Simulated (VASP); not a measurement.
# Cs2HgSe2: NMR shieldings

What are the shielding tensors of Cs2HgSe2? The cell has space group Pbam. The start is a cell from a database of measured crystal structures.

Method: PBEsol; plane waves and PAW (Hg, Cs_sv, Se), in the first sound run; inputs show where later runs differ, in VASP 6.6.1.

### Step 1. The structure

It takes space group Pbam (No. 55, orthorhombic). Conventional cell: a = 8.185 Å, b = 10.330 Å, c = 4.711 Å, α = 90.00°, β = 90.00°, γ = 90.00°. Hg has 2 Se at 2.41 Å nearest. Nearest to Cs lie 6 Se at 3.66 to 3.72 Å and 1 Cs at 3.87 Å. Se has 1 Hg at 2.41 Å and 6 Cs at 3.66 to 3.72 Å nearest. Farther neighbours and most contacts between anions are not listed.

### Step 2. Relaxation

The atoms are relaxed first inside the given cell, which is kept (ISIF = 2), since values at the nuclei depend on the positions.

File INCAR:

```
SYSTEM = Cs2HgSe2
PREC = Accurate
ENCUT = 400
EDIFF = 1E-06
NELM = 100
ISMEAR = 0
SIGMA = 0.05
LREAL = .FALSE.
ALGO = Normal
GGA = PS
NBANDS = 52
LWAVE = .FALSE.
LCHARG = .FALSE.
KPAR = 2
IBRION = 2
NSW = 60
ISIF = 2
EDIFFG = -0.01
```

File POSCAR:

```
Cs2HgSe2
1.0
    8.1849000000      0.0000000000      0.0000000000
    0.0000000000     10.3302000000      0.0000000000
    0.0000000000      0.0000000000      4.7112000000
Hg Cs Se
2 4 4
Direct
    0.5000000000      0.5000000000      0.0000000000
    0.0000000000      0.0000000000      0.0000000000
    0.3922200000      0.8331100000      0.5000000000
    0.6077800000      0.1668900000      0.5000000000
    0.8922200000      0.6668900000      0.5000000000
    0.1077800000      0.3331100000      0.5000000000
    0.2302500000      0.5944500000      0.0000000000
    0.7697500000      0.4055500000      0.0000000000
    0.7302500000      0.9055500000      0.0000000000
    0.2697500000      0.0944500000      0.0000000000
```

File KPOINTS:

```
Automatic mesh
0
Gamma
3 2 5
0 0 0
```

Potentials, in the order of the species: Hg, Cs_sv and Se (PBE family, release 64).

Launch:

```bash
$ mpirun -np 4 vasp_std
```

The log of the run:

```text
[banner, memory and clock lines left out]
running    4 mpi-ranks, on    1 nodes
 distrk:  each k-point on    2 cores,    2 groups
 distr:  one band on    1 cores,    2 groups

 POSCAR found type information on POSCAR HgCsSe
 POSCAR found :  3 types and      10 ions
|                                                                             |
|               ----> ADVICE to this user running VASP <----                  |
|                                                                             |
|     You enforced a specific xc type in the INCAR file but a different       |
|     [... a line on the potential file left out ...]
|     I HOPE YOU KNOW WHAT YOU ARE DOING!                                     |
|                                                                             |

 LDA part: xc-table for (Slater+PW92), standard interpolation
 POSCAR, INCAR and KPOINTS ok, starting setup
 FFT: planning ... GRIDC
 FFT: planning ... GRID_SOFT
 FFT: planning ... GRID
 WAVECAR not read
 entering main loop
       N       E                     dE             d eps       ncg     rms          rms(c)
DAV:   1     0.535488813900E+03    0.53549E+03   -0.30296E+04  1248   0.111E+03
DAV:   2     0.172972233991E+02   -0.51819E+03   -0.50249E+03  1560   0.247E+02
DAV:   3    -0.316633834647E+02   -0.48961E+02   -0.48791E+02  1436   0.806E+01
DAV:   4    -0.324049239652E+02   -0.74154E+00   -0.74037E+00  1480   0.109E+01
DAV:   5    -0.324148945497E+02   -0.99706E-02   -0.99646E-02  1436   0.119E+00    0.113E+01
DAV:   6    -0.291636509692E+02    0.32512E+01   -0.73157E+00  1616   0.143E+01    0.831E+00
DAV:   7    -0.289644087200E+02    0.19924E+00   -0.20861E+00  1360   0.414E+00    0.431E+00
DAV:   8    -0.289296042718E+02    0.34804E-01   -0.20876E-01  1448   0.240E+00    0.689E-01
DAV:   9    -0.289234359520E+02    0.61683E-02   -0.43727E-02  1400   0.126E+00    0.281E-01
DAV:  10    -0.289257767812E+02   -0.23408E-02   -0.64723E-03  1368   0.295E-01    0.202E-01
DAV:  11    -0.289266186565E+02   -0.84188E-03   -0.98438E-04  1424   0.129E-01    0.942E-02
DAV:  12    -0.289271029084E+02   -0.48425E-03   -0.79519E-04  1336   0.104E-01    0.292E-02
DAV:  13    -0.289271101697E+02   -0.72613E-05   -0.21561E-05  1492   0.149E-02    0.128E-02
DAV:  14    -0.289271200916E+02   -0.99220E-05   -0.12477E-05  1248   0.138E-02    0.266E-03
DAV:  15    -0.289271210586E+02   -0.96693E-06   -0.28237E-06  1132   0.548E-03
   1 F= -.28927121E+02 E0= -.28927121E+02  d E =-.289271E+02
 curvature:   0.00 expect dE= 0.000E+00 dE for cont linesearch  0.000E+00
 trial: gam= 0.00000 g(F)=  0.129E-01 g(S)=  0.000E+00 ort = 0.000E+00 (trialstep = 0.100E+01)
 search vector abs. value=  0.129E-01
 bond charge predicted
       N       E                     dE             d eps       ncg     rms          rms(c)
DAV:   1    -0.289336127994E+02   -0.64927E-02   -0.53370E-01  1260   0.188E+00    0.436E-01
DAV:   2    -0.289362495587E+02   -0.26368E-02   -0.30039E-02  1420   0.422E-01    0.234E-01
DAV:   3    -0.289360543841E+02    0.19517E-03   -0.43582E-04  1408   0.717E-02    0.128E-01
DAV:   4    -0.289360265655E+02    0.27819E-04   -0.29725E-04  1416   0.504E-02    0.253E-02
DAV:   5    -0.289360265027E+02    0.62770E-07   -0.35270E-05  1340   0.177E-02    0.145E-02
DAV:   6    -0.289360259128E+02    0.58994E-06   -0.83021E-07   912   0.355E-03
   2 F= -.28936026E+02 E0= -.28936026E+02  d E =-.890485E-02
[...]
3 F= -.28937707E+02 E0= -.28937707E+02  d E =-.105858E-01
[...]
4 F= -.28937706E+02 E0= -.28937706E+02  d E =-.105848E-01
[...]
5 F= -.28937761E+02 E0= -.28937761E+02  d E =-.551020E-04
 ZBRENT: can't locate minimum, use default step
 trial-energy change:   -0.000055  1 .order   -0.000055   -0.000059   -0.000052
 step:   4.5229(harm=  9.1995)  dis= 0.00256  next Energy=   -28.937945 (dE=-0.240E-03)
 bond charge predicted
       N       E                     dE             d eps       ncg     rms          rms(c)
DAV:   1    -0.289377665920E+02   -0.51779E-05   -0.42266E-02  1256   0.620E-01    0.394E-02
DAV:   2    -0.289378862429E+02   -0.11965E-03   -0.13257E-03  1332   0.110E-01    0.162E-02
DAV:   3    -0.289378821147E+02    0.41282E-05   -0.15305E-05  1416   0.133E-02    0.122E-02
DAV:   4    -0.289378797363E+02    0.23784E-05   -0.96075E-06  1364   0.102E-02    0.469E-03
DAV:   5    -0.289378798776E+02   -0.14135E-06   -0.15483E-06   924   0.391E-03
   6 F= -.28937880E+02 E0= -.28937880E+02  d E =-.174029E-03
 curvature:  -3.03 expect dE=-0.485E-04 dE for cont linesearch -0.393E-04
 trial: gam=-0.21008 g(F)=  0.160E-04 g(S)=  0.000E+00 ort = 0.259E-04 (trialstep = 0.181E+01)
 search vector abs. value=  0.742E-05
 reached required accuracy - stopping structural energy minimisation
```

Run time: 95 s. Hardware: 4 MPI ranks of Intel Xeon Platinum 8488C (Sapphire Rapids), shared host; peak memory 1.2 GiB; 6.2 min of CPU time.

The logs omit lines about the potential files and the build; timing stands in the text.

OUTCAR, selected parts (step 2):

```text
ion  position               nearest neighbor table
   1  0.500  0.500  0.000-   7 2.41   8 2.41
   2  0.000  0.000  0.000-   9 2.41  10 2.41
   3  0.392  0.833  0.500-
   4  0.608  0.167  0.500-
   5  0.892  0.667  0.500-
   6  0.108  0.333  0.500-
   7  0.230  0.594  0.000-   1 2.41
   8  0.770  0.406  0.000-   1 2.41
   9  0.730  0.906  0.000-   2 2.41
  10  0.270  0.094  0.000-   2 2.41

  LATTYP: Found a simple orthorhombic cell.
 ALAT       =     4.7112000000
 B/A-ratio  =     1.7373280693
 C/A-ratio  =     2.1926897606

 Subroutine GETGRP returns: Found  8 space group operations
 (whereof  4 operations were pure point group operations)

The static configuration has the point symmetry C_2h.
 The point group associated with its full space group is D_2h.

 Found     12 irreducible k-points:

   k-points           NKPTS =     12   k-points in BZ     NKDIM =     12   number of bands    NBANDS=     52

   dimension x,y,z NGX =    54 NGY =   70 NGZ =   32
   dimension x,y,z NGXF=   108 NGYF=  140 NGZF=   64

   ENCUT  =  400.0 eV  29.40 Ry    5.42 a.u.  13.35 16.85  7.68*2*pi/ulx,y,z

   NELECT =      84.0000    total number of electrons

 k-points in reciprocal lattice and weights: Automatic mesh
   0.00000000  0.00000000  0.00000000       0.033
   0.33333333  0.00000000  0.00000000       0.067
   0.00000000  0.50000000  0.00000000       0.033
   0.33333333  0.50000000  0.00000000       0.067
   0.00000000  0.00000000  0.20000000       0.067
   0.33333333  0.00000000  0.20000000       0.133
   0.00000000  0.50000000  0.20000000       0.067
   0.33333333  0.50000000  0.20000000       0.133
   0.00000000  0.00000000  0.40000000       0.067
   0.33333333  0.00000000  0.40000000       0.133
   0.00000000  0.50000000  0.40000000       0.067
   0.33333333  0.50000000  0.40000000       0.133

 average (electrostatic) potential at core
       1 -42.3061       2 -42.3061       3 -49.8024       4 -49.8024       5 -49.8024
       6 -49.8024       7 -56.0296       8 -56.0296       9 -56.0296      10 -56.0296

 E-fermi :   0.7504

 k-point     1 :       0.0000    0.0000    0.0000
  band No.  band energies     occupation
    ...
     38       0.0964      2.00000
     39       0.1802      2.00000
     40       0.2911      2.00000
     41       0.4192      2.00000
     42       0.4611      2.00000
     43       2.3395      0.00000
     44       3.2673      0.00000
     45       3.4601      0.00000
     46       4.0984      0.00000
     47       4.1527      0.00000
    ...

 k-point     2 :       0.3333    0.0000    0.0000
  band No.  band energies     occupation
    ...
     38       0.0187      2.00000
     39       0.3520      2.00000
     40       0.3671      2.00000
     41       0.4588      2.00000
     42       0.4923      2.00000
     43       2.9324      0.00000
     44       2.9431      0.00000
     45       3.5196      0.00000
     46       3.9175      0.00000
     47       4.3514      0.00000
    ...

 k-point     3 :       0.0000    0.5000    0.0000
  band No.  band energies     occupation
    ...
     38      -0.0460      2.00000
     39      -0.0254      2.00000
     40      -0.0254      2.00000
     41       0.4510      2.00000
     42       0.4510      2.00000
     43       2.8351      0.00000
     44       2.8351      0.00000
     45       3.8645      0.00000
     46       3.8645      0.00000
     47       4.5887      0.00000
    ...

  Total        0.0881599     -0.1102590      0.0882921      0.0000000      0.0000000      0.0000000
  in kB        0.3545914     -0.4434770      0.3551229      0.0000000      0.0000000      0.0000000
  external PRESSURE =       0.0887458 kB  Pullay stress =       0.0000000 kB

  energy-cutoff  :      400.00
  volume of cell :      398.34
      direct lattice vectors                 reciprocal lattice vectors
     8.184900000  0.000000000  0.000000000     0.122176203  0.000000000  0.000000000
     0.000000000 10.330200000  0.000000000     0.000000000  0.096803547  0.000000000
     0.000000000  0.000000000  4.711200000     0.000000000  0.000000000  0.212260146

 POSITION                                       TOTAL-FORCE (eV/Angst)
 -----------------------------------------------------------------------------------
      4.09245      5.16510      0.00000         0.000000      0.000000      0.000000
      0.00000      0.00000      0.00000         0.000000      0.000000      0.000000
      3.21030      8.60998      2.35560        -0.003527      0.004694     -0.000000
      4.97460      1.72022      2.35560         0.003527     -0.004694      0.000000
      7.30275      6.88532      2.35560        -0.003527     -0.004694     -0.000000
      0.88215      3.44488      2.35560         0.003527      0.004694      0.000000
      1.86435      6.14564      4.71120        -0.005082     -0.004762      0.000000
      6.32055      4.18456      0.00000         0.005082      0.004762      0.000000
      5.95680      9.34966      4.71120        -0.005082      0.004762      0.000000
      2.22810      0.98054      0.00000         0.005082     -0.004762      0.000000
 -----------------------------------------------------------------------------------
    total drift:                                0.000000     -0.000000     -0.000000

  FREE ENERGIE OF THE ION-ELECTRON SYSTEM (eV)
  ---------------------------------------------------
  free  energy   TOTEN  =       -28.9378798776 eV

  energy  without entropy=      -28.9378798776  energy(sigma->0) =      -28.93787988

 reached required accuracy - stopping structural energy minimisation

[... 3 further parts left out ...]
```

The PAW data sets were made with PBE, which is usual practice but a small mismatch for other functionals. The run keeps the 8 symmetry operations of its start, so it cannot find a distortion of lower symmetry.

Relaxation path:

| step | energy less that of the first step (eV) | largest force (eV/Å) |
| --- | --- | --- |
| 1 | 0.0000 | 0.2578 |
| 2 | -0.0089 | 0.1007 |
| 3 | -0.0106 | 0.0120 |
| 4 | -0.0106 | 0.0121 |
| 5 | -0.0106 | 0.0105 |
| 6 | -0.0108 | 0.0070 |

The atoms that moved most (Å):

| atom | dx | dy | dz | length |
| --- | --- | --- | --- | --- |
| Se10 | 0.020 | 0.005 | 0.000 | 0.021 |
| Se7 | -0.020 | 0.005 | 0.000 | 0.021 |
| Se8 | 0.020 | -0.005 | 0.000 | 0.021 |
| Se9 | -0.020 | -0.005 | 0.000 | 0.021 |

Final coordinates:

```cif
data_structure
_symmetry_space_group_name_H-M 'P 1'
_symmetry_Int_Tables_number 1
_cell_length_a 8.1849
_cell_length_b 10.3302
_cell_length_c 4.7112
_cell_angle_alpha 90.000
_cell_angle_beta 90.000
_cell_angle_gamma 90.000
_cell_volume 398.34
loop_
_atom_site_label
_atom_site_type_symbol
_atom_site_fract_x
_atom_site_fract_y
_atom_site_fract_z
_atom_site_occupancy
Hg1 Hg 0.50000 0.50000 0.00000 1
Hg2 Hg 0.00000 0.00000 0.00000 1
Cs3 Cs 0.39222 0.83348 0.50000 1
Cs4 Cs 0.60778 0.16652 0.50000 1
Cs5 Cs 0.89222 0.66652 0.50000 1
Cs6 Cs 0.10778 0.33348 0.50000 1
Se7 Se 0.22778 0.59492 0.00000 1
Se8 Se 0.77222 0.40508 0.00000 1
Se9 Se 0.72778 0.90508 0.00000 1
Se10 Se 0.27222 0.09492 0.00000 1
```

This step gave:

- free energy (TOTEN): -28.94 eV
- Fermi energy: 0.7504 eV
- pressure: 0.008875 GPa

At PBEsol, with these data sets, the largest force is down to 0.0070 eV/Å.

### Step 3. Ground state

This step: PBE; plane waves and PAW (Hg, Cs_sv, Se) (VASP 6.6.1).

A ground-state run shows first whether the cell has a gap, which the next steps need; its size sets how fine their mesh has to be.

File INCAR:

```
SYSTEM = Cs2HgSe2
PREC = Accurate
ENCUT = 400
EDIFF = 1E-07
NELM = 100
ISMEAR = 0
SIGMA = 0.01
LREAL = .FALSE.
ALGO = Normal
GGA = PE
NBANDS = 52
LORBIT = 11
LWAVE = .FALSE.
LCHARG = .FALSE.
KPAR = 4
```

File POSCAR:

```
Cs2HgSe2
1.0
    8.1849000000      0.0000000000      0.0000000000
    0.0000000000     10.3302000000      0.0000000000
    0.0000000000      0.0000000000      4.7112000000
Hg Cs Se
2 4 4
Direct
    0.5000000000      0.5000000000      0.0000000000
    0.0000000000      0.0000000000      0.0000000000
    0.3922223141      0.8334766617      0.5000000000
    0.6077776859      0.1665233383      0.5000000000
    0.8922223141      0.6665233383      0.5000000000
    0.1077776859      0.3334766617      0.5000000000
    0.2277788365      0.5949200905      0.0000000000
    0.7722211635      0.4050799095      0.0000000000
    0.7277788365      0.9050799095      0.0000000000
    0.2722211635      0.0949200905      0.0000000000
```

File KPOINTS:

```
Automatic mesh
0
Gamma
3 3 5
0 0 0
```

Launch:

```bash
$ mpirun -np 4 vasp_std
```

The log of the run:

```text
[banner, memory and clock lines left out]
running    4 mpi-ranks, on    1 nodes
 distrk:  each k-point on    1 cores,    4 groups
 distr:  one band on    1 cores,    1 groups

 POSCAR found type information on POSCAR HgCsSe
 POSCAR found :  3 types and      10 ions
 LDA part: xc-table for (Slater+PW92), standard interpolation
 POSCAR, INCAR and KPOINTS ok, starting setup
 FFT: planning ... GRIDC
 FFT: planning ... GRID_SOFT
 FFT: planning ... GRID
 WAVECAR not read
 entering main loop
       N       E                     dE             d eps       ncg     rms          rms(c)
DAV:   1     0.539708423062E+03    0.53971E+03   -0.30356E+04  1248   0.111E+03
DAV:   2     0.197242101037E+02   -0.51998E+03   -0.50363E+03  1536   0.249E+02
DAV:   3    -0.293026318867E+02   -0.49027E+02   -0.48836E+02  1400   0.808E+01
DAV:   4    -0.300656369199E+02   -0.76301E+00   -0.76139E+00  1496   0.111E+01
DAV:   5    -0.300760030740E+02   -0.10366E-01   -0.10358E-01  1436   0.121E+00    0.110E+01
DAV:   6    -0.267133536455E+02    0.33626E+01   -0.72482E+00  1628   0.140E+01    0.813E+00
DAV:   7    -0.265089845220E+02    0.20437E+00   -0.22208E+00  1384   0.422E+00    0.427E+00
DAV:   8    -0.264870850953E+02    0.21899E-01   -0.22040E-01  1424   0.247E+00    0.726E-01
DAV:   9    -0.264814684377E+02    0.56167E-02   -0.51121E-02  1408   0.134E+00    0.309E-01
DAV:  10    -0.264843827994E+02   -0.29144E-02   -0.74962E-03  1368   0.337E-01    0.213E-01
DAV:  11    -0.264854145620E+02   -0.10318E-02   -0.12304E-03  1480   0.137E-01    0.105E-01
DAV:  12    -0.264859932295E+02   -0.57867E-03   -0.10419E-03  1344   0.125E-01    0.374E-02
DAV:  13    -0.264859939630E+02   -0.73358E-06   -0.28508E-05  1512   0.208E-02    0.137E-02
DAV:  14    -0.264860035780E+02   -0.96149E-05   -0.14315E-05  1360   0.151E-02    0.293E-03
DAV:  15    -0.264860045181E+02   -0.94010E-06   -0.24686E-06  1560   0.513E-03    0.228E-03
DAV:  16    -0.264860047148E+02   -0.19668E-06   -0.17606E-07   984   0.178E-03    0.989E-04
DAV:  17    -0.264860047559E+02   -0.41121E-07   -0.41723E-08   936   0.742E-04
   1 F= -.26486005E+02 E0= -.26486005E+02  d E =-.605824E-13
```

Elapsed: 41 s, on 4 MPI ranks; peak memory 1.7 GiB; 2.7 min of CPU time.

From OUTCAR (step 3):

```text
 Found     12 irreducible k-points:

   NELECT =      84.0000    total number of electrons

 E-fermi :   0.6691

 k-point     1 :       0.0000    0.0000    0.0000
  band No.  band energies     occupation
    ...
     38       0.2302      2.00000
     39       0.3109      2.00000
     40       0.4247      2.00000
     41       0.5505      2.00000
     42       0.5911      2.00000
     43       2.5524      0.00000
     44       3.4708      0.00000
     45       3.6328      0.00000
     46       4.3260      0.00000
     47       4.3337      0.00000
    ...

 k-point     2 :       0.3333    0.0000    0.0000
  band No.  band energies     occupation
    ...
     38       0.1532      2.00000
     39       0.4852      2.00000
     40       0.5010      2.00000
     41       0.5895      2.00000
     42       0.6221      2.00000
     43       3.1167      0.00000
     44       3.1412      0.00000
     45       3.7190      0.00000
     46       4.1099      0.00000
     47       4.5818      0.00000
    ...

  Total        5.1673224      3.4157229      3.1493019     -0.0000000      0.0000000      0.0000000
  in kB       20.7836820     13.7385080     12.6669258     -0.0000000      0.0000000      0.0000000
  external PRESSURE =      15.7297052 kB  Pullay stress =       0.0000000 kB

 POSITION                                       TOTAL-FORCE (eV/Angst)
 -----------------------------------------------------------------------------------
      4.09245      5.16510      0.00000         0.000000      0.000000      0.000000
      0.00000      0.00000      0.00000         0.000000      0.000000      0.000000
      3.21030      8.60998      2.35560        -0.018997     -0.025208      0.000000
      4.97460      1.72022      2.35560         0.018997      0.025208     -0.000000
      7.30275      6.88532      2.35560        -0.018997      0.025208      0.000000
      0.88215      3.44488      2.35560         0.018997     -0.025208     -0.000000
      1.86435      6.14564      0.00000        -0.210873      0.102633      0.000000
      6.32055      4.18456      0.00000         0.210873     -0.102633     -0.000000
      5.95680      9.34966      0.00000        -0.210873     -0.102633      0.000000
      2.22810      0.98054      0.00000         0.210873      0.102633     -0.000000
 -----------------------------------------------------------------------------------
    total drift:                                0.000000      0.000000      0.000000

  FREE ENERGIE OF THE ION-ELECTRON SYSTEM (eV)
  ---------------------------------------------------
  free  energy   TOTEN  =       -26.4860047559 eV

  energy  without entropy=      -26.4860047559  energy(sigma->0) =      -26.48600476

 total charge
# of ion       s       p       d       tot
------------------------------------------
    1        0.861   0.377   9.316  10.554
    2        0.861   0.377   9.316  10.554
    3        1.846   4.700   0.039   6.586
    4        1.846   4.700   0.039   6.586
    5        1.846   4.700   0.039   6.586
    6        1.846   4.700   0.039   6.586
    7        1.451   2.367   0.017   3.836
    8        1.451   2.367   0.017   3.836
    9        1.451   2.367   0.017   3.836
   10        1.451   2.367   0.017   3.836
--------------------------------------------------
tot         14.911  29.024  18.859  62.793

[... 7 parts as in an earlier step ...]

[... 7 further parts left out ...]
```

The gap is read on the k-mesh alone, so it is an upper bound where the band edges lie off the mesh.

Numbers from this step:

```
free energy (TOTEN)            : -26.49 eV
Fermi energy                   : 0.6691 eV
pressure                       : 1.573 GPa
gap on the k-mesh              : 1.930 eV
least direct gap on the k-mesh : 1.961 eV
```

The cell has a gap of 1.93 eV on this mesh. Spin-orbit coupling is left out, which can shift or reorder these edges. Forces of up to 0.23 eV/Å remain in these settings.

[end of part 1 of 5]

[Lines on the potential files, build, host, timing and source positions are cut from VASP's logs without a mark.]

[Logs are printed without paths, hosts, clocks, repeated set-up lines and the standing remarks that a program may print on its own settings, such as how far it seeks lower states.]

[Hosts, paths, dates, database ids (printed as entryN), source tags and the programs' standing remarks are cut or masked in the printed files.]
